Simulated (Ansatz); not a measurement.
This P structure is the end of a relaxation. The cell was found from a structure generator's guess, not taken from experiment.

Computed with DFT PBE, scalar-relativistic, plane waves, PAW in Ansatz. Cutoff 420 eV, Γ-centred mesh, Gaussian smearing, no spin polarisation.

```yaml
crystal:
  lattice:
    - [4.67058, 0.00000, 0.00000]
    - [0.00000, 12.92143, 0.00000]
    - [-0.43816, 0.00000, 4.65590]
  atoms:
    - { symbol: P, position: [0.54944, 0.88251, 0.86220] }
    - { symbol: P, position: [0.13514, 0.38178, 0.94865] }
    - { symbol: P, position: [0.86486, 0.88178, 0.55135] }
    - { symbol: P, position: [0.45056, 0.38251, 0.63780] }
    - { symbol: P, position: [0.86486, 0.61822, 0.05135] }
    - { symbol: P, position: [0.45056, 0.11749, 0.13780] }
    - { symbol: P, position: [0.54944, 0.61749, 0.36220] }
    - { symbol: P, position: [0.13514, 0.11822, 0.44865] }
    - { symbol: P, position: [0.80177, 0.99915, 0.19916] }
    - { symbol: P, position: [0.19823, 0.49915, 0.30084] }
    - { symbol: P, position: [0.19823, 0.00085, 0.80084] }
    - { symbol: P, position: [0.80177, 0.50085, 0.69916] }
```

Energies count from the standard state of P at the same level. The references include black phosphorus.

Task: What space group does it have?

Result: P2_1/c (No. 14). Conventional cell: a = 4.671 Å, b = 12.921 Å, c = 4.676 Å, β = 95.4°. Around P on its first site lie 2 P at 2.16–2.24 Å and 1 P at 2.41 Å; P on its second site has 2 P at 2.16–2.24 Å and 1 P at 2.41 Å; around P on its third site lie 2 P at 2.24 Å, 2 P at 2.41 Å and 1 P at 2.75 Å.

Task: How far does it lie from the standard state of P?

Result: +0.191 eV/atom. It lies above the standard state, so it could only be metastable.

Task: Is it a metal?

Result: No, the gap on the 6×2×6 mesh is 0.69 eV.

The last run used a 6×2×6 mesh (in the run's order of axes) for its 12-atom cell and Gaussian smearing of 0.02 eV. The end has P2_1 (No. 4) at a tolerance of 0.01 Å; the cell shown is made exact in the group found at 0.02 Å. Weakly bound directions are ill-defined at this level, which has no dispersion term. Kohn–Sham gaps at this level usually fall short of measured ones. The reference form of P is held partly by dispersion forces, which this level lacks. This cell was reached by moving the atoms of another relaxed cell at random and relaxing again, last within the group found; it had no such test of its own. Another cell of P relaxed alike, in P6_3/mmc, lies 180 meV/atom lower, so this cell isn't the stable form at this level.
